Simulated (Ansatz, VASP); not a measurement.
## Mg2GaO3: VASP beside Ansatz

```xyz
6
Lattice="3.9226 0.0000 0.0000 -1.9613 3.3970 0.0000 0.0000 0.0000 6.2940" Properties=species:S:1:pos:R:3 pbc="T T T"
Mg    0.0000    2.2647    1.6097
Mg    1.9613    1.1323    4.6843
Ga    0.0000    0.0000    0.0000
O     0.0000    2.2647    4.0659
O     1.9613    1.1323    2.2281
O     0.0000    0.0000    3.1470
```

Alike in both runs: task single point; functional PBE; k mesh 6 × 6 × 4; occupations gaussian, width 0.1 eV; no spin polarisation.

|  | VASP | Ansatz |
| --- | --- | --- |
| version | VASP 6.6.1 | Ansatz 0.2.0 |
| potentials or method | VASP PAW PBE potentials, release 64 (Mg, Ga_d, O) | scalar-relativistic, plane waves, PAW |
| plane-wave cutoff (eV) | 520 | 420 |
| valence electrons in the cell | 35 | 51 |

Ansatz gave:

* gap on the k mesh at the Fermi level (eV): none
* pressure (GPa): -8.1
* largest component of the traceless stress (GPa): 2.41
* rms of the force components (eV/Å): 1.492

Question: Estimate VASP's values.

Answer: gap on the k mesh at the Fermi level (eV): none; pressure (GPa): -8.4; largest component of the traceless stress (GPa): 2.35; rms of the force components (eV/Å): 1.491.

Atom by atom the forces differ by 0.001 eV/Å (rms over components). A gap of «none» marks a metal or a gap that the smearing closes. With one functional, cell and mesh, what is left measures potentials, basis and numerics. The two sets of potentials don't hold the same shells in valence.

Caveats: an odd number of electrons without spin polarisation forces a metal; a magnetic or distorted state may lie lower.
